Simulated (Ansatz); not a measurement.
Take a crystal in which O has been replaced by Te on all its sites, with the cell rescaled by a rough guess (in some cases also distorted within its space group) and nothing relaxed:

```yaml
crystal:
  lattice:
    - [2.46236, 1.42164, 5.89628]
    - [-2.46236, 1.42164, 5.89628]
    - [0.00000, -2.84329, 5.89628]
  atoms:
    - { symbol: Te, position: [0.05770, 0.05770, 0.05770] }
    - { symbol: Te, position: [0.94230, 0.94230, 0.94230] }
```

Method: Ansatz 0.2.0, DFT PBE, scalar-relativistic, plane waves, PAW.

Cutoff 420 eV; k points 12×12×12 on the computed 2-atom cell (Γ-centred); Gaussian smearing, width 0.10 eV; no spin polarisation.

(1) Will this cell want to expand or contract, and how hard?

(2) Is it a metal on this mesh?

Spin-orbit coupling is left out, which matters for the bands of heavy elements. The cell holds molecules, and where no dispersion correction was added their binding is poorly described. Some atoms are far too close here, so the PAW spheres overlap strongly and the numbers are rough.

Results:

(1) The pressure is 19.5 GPa (positive in compression), so the cell would expand.

(2) Yes, a band crosses the Fermi level.

This form isn't the element's structure at ambient conditions.